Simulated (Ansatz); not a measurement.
## InSb: do energies and stresses tell the same story?

Computed with Ansatz 0.2.0, DFT r2SCAN, scalar-relativistic, plane waves, PAW.

Cutoff 500 eV; k points 8×8×14 on the computed 4-atom cell (Γ-centred); Gaussian smearing, width 0.10 eV; no spin polarisation.

Relaxed cell: Pmmn, a = 5.949 Å, b = 5.962 Å, c = 3.153 Å, α = 90.00°, β = 90.00°, γ = 90.00°, 4 atoms in the primitive cell. This form isn't the usual stable structure of the compound.

Energies at zero smearing and pressures from the stress tensor, at volumes with shape and atoms relaxed:
```
V (Å³/atom) E − E(first) (meV/atom) P (GPa)
     26.279                     0.00     3.30
     27.118                   -12.47     1.55
     27.957                   -16.49    -0.01
     28.795                   -12.86    -1.37
     29.634                    -2.63    -2.53
```

Task: Check P = −dE/dV between neighbouring volumes, and get the bulk modulus from the pressures alone.

Result: With 1 eV/Å³ = 160.2 GPa:
```json
{"middle V (Å³/atom)": "26.699", "−ΔE/ΔV (GPa)": "2.382", "mean P (GPa)": "2.425"}
{"middle V (Å³/atom)": "27.537", "−ΔE/ΔV (GPa)": "0.767", "mean P (GPa)": "0.771"}
{"middle V (Å³/atom)": "28.376", "−ΔE/ΔV (GPa)": "-0.692", "mean P (GPa)": "-0.690"}
{"middle V (Å³/atom)": "29.215", "−ΔE/ΔV (GPa)": "-1.954", "mean P (GPa)": "-1.952"}
```

The two differ by 0.04 GPa at most. The mean of two end pressures misses the average over a step by about ΔV² P″/12, up to 0.02 GPa here; with that taken off 0.03 GPa remains. The stress is the derivative of the free energy, not of the energy at zero smearing, and with free energies 0.01 GPa remains. Around V = 27.957 Å³/atom, the two neighbours give B = −V ΔP/ΔV = 27.957 × 2.92 / 1.677 = 48.7 GPa, against B0 = 48.0 GPa from the Birch–Murnaghan fit of the energies.

Cost: 6 runs of about 12 core-minutes in all, on AMD EPYC 9R45 (Zen 5) (shared hosts).